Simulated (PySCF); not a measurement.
# Electric properties by functional and basis

Compound: benzaldehyde, C₇H₆O.
Atom-mapped SMILES: `[O:1]=[CH:2][c:3]1[cH:4][cH:5][cH:6][cH:7][cH:8]1` (hydrogens: H9 on C2; H10 on C4; H11 on C5; H12 on C6; H13 on C7; H14 on C8)

Structure used (PBE0-D3(BJ)/def2-SVP), in Å, numbered top down from 1:
```xyz
14
C7H6O angstrom
O      2.8772   -1.4383   -0.0926
C      2.3330   -0.3702   -0.2166
C      0.8800   -0.1411   -0.0596
C      0.3524    1.1442   -0.2173
C     -1.0152    1.3605   -0.0672
C     -1.8553    0.2902    0.2402
C     -1.3319   -0.9968    0.3981
C      0.0324   -1.2130    0.2492
H      2.9209    0.5503   -0.4696
H      1.0220    1.9752   -0.4586
H     -1.4290    2.3639   -0.1896
H     -2.9285    0.4587    0.3582
H     -1.9964   -1.8298    0.6386
H      0.4748   -2.2049    0.3663
```

PySCF, dipoles from the SCF density, polarisabilities from static response with core orbitals frozen. One conformer (not necessarily the lowest) at the PBE0-D3(BJ)/def2-SVP geometry, without solvent, vibrations or thermal averaging.

How do dipole and polarisability depend on functional and basis here?

```csv
level,μ (D),α (au),error (%),anisotropy (au)
LDA/def2-SVPD,3.479,87.75,+1.6,61.87
PBE/def2-SVPD,3.398,87.09,+0.8,62.05
B3LYP/def2-SVPD,3.496,85.37,-1.2,59.44
PBE0/def2-SVPD,3.464,84.38,-2.3,58.35
BHandHLYP/def2-SVPD,3.590,82.92,-4.0,56.05
CAM-B3LYP/def2-SVPD,3.485,83.93,-2.8,57.09
wB97X-D/def2-SVPD,3.459,84.17,-2.6,56.29
LC-wPBE/def2-SVPD,3.390,81.73,-5.4,54.53
HF/def2-SVPD,3.735,80.92,-6.3,51.97
PBE0/6-31G*,3.230,69.88,-19.1,68.30
PBE0/def2-SVP,3.164,73.28,-15.2,62.41
PBE0/6-31+G*,3.475,81.74,-5.4,59.59
PBE0/aug-cc-pVDZ,3.401,86.37,0.0,58.60
PBE0/def2-TZVP,3.366,82.09,-5.0,60.01
```

Reference polarisability: 12.800 Å³ (measured, gas; NIST CCCBDB Release 22 (SRD 101), experimental polarizabilities). The anisotropy is √(½[(α1 − α2)² + (α2 − α3)² + (α3 − α1)²]). For the polarisability, the smallest error is 0.0% (PBE0/aug-cc-pVDZ) and the largest 19.1% (PBE0/6-31G*). The dipole runs from 3.16 D (PBE0/def2-SVP) to 3.74 D (HF/def2-SVPD). In one basis (def2-SVPD) the functionals order the polarisability from HF (lowest) to LDA (highest), a spread of 8%. With PBE0 the polarisability is 75.08 au without diffuse functions (mean of 6-31G*, def2-SVP and def2-TZVP) and 84.17 au with them (mean of 6-31+G*, def2-SVPD and aug-cc-pVDZ). Measured values can belong to vibrating molecules and may average over conformers; the computed ones are for one fixed geometry.
